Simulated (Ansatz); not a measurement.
# Ionic part of the dielectric constant of ZrO2 at 40 GPa, mode by mode

Theory: Ansatz 0.2.0, DFT PBE, scalar-relativistic, plane waves, PAW. Plane waves to 420 eV; Γ-centred k mesh 8×8×8; fixed occupations. No spin polarisation. Phonons by linear response, acoustic sum rule imposed.

Symmetry: Fm-3m, No. 225, cubic system. Conventional cell: a = 4.900 Å, b = 4.900 Å, c = 4.900 Å, α = 90.00°, β = 90.00°, γ = 90.00°. Zr (site symmetry m-3m) has 8 O at 2.12 Å as nearest neighbours. Around O (site symmetry -43m) lie 4 Zr at 2.12 Å.

Other phases may be more stable at this pressure.

The primitive cell has V = 29.42 Å³ and ε∞,xx = 5.692. Each polar mode adds Δε = (4.92064×10⁷/V)·S/ν² along x, with S its oscillator strength in e²/amu, ν in cm⁻¹ and V in Å³.

Question: From these modes, find each Δε and ε0,xx.
```
ν (cm⁻¹) S_xx (e²/amu)
   357.1          1.412
```

Answer:
| ν (cm⁻¹) | Δε |
| --- | --- |
| 357.1 | 18.51 |

The sum is 18.512, so ε0,xx = 24.20; the run's tensor has 24.20.

Question: Where do the longitudinal modes lie for a wave vector along x?

Answer: At 736 cm⁻¹. The Lyddane–Sachs–Teller product Π(ν_LO/ν_TO)² = 4.25 matches ε0/ε∞ = 4.25.

This fluorite-type form isn't the usual stable structure of the compound at low pressure.

Cost: 1 run of about 0.46 core-minutes, on Intel Xeon Processor @ 2.70GHz (shared hosts).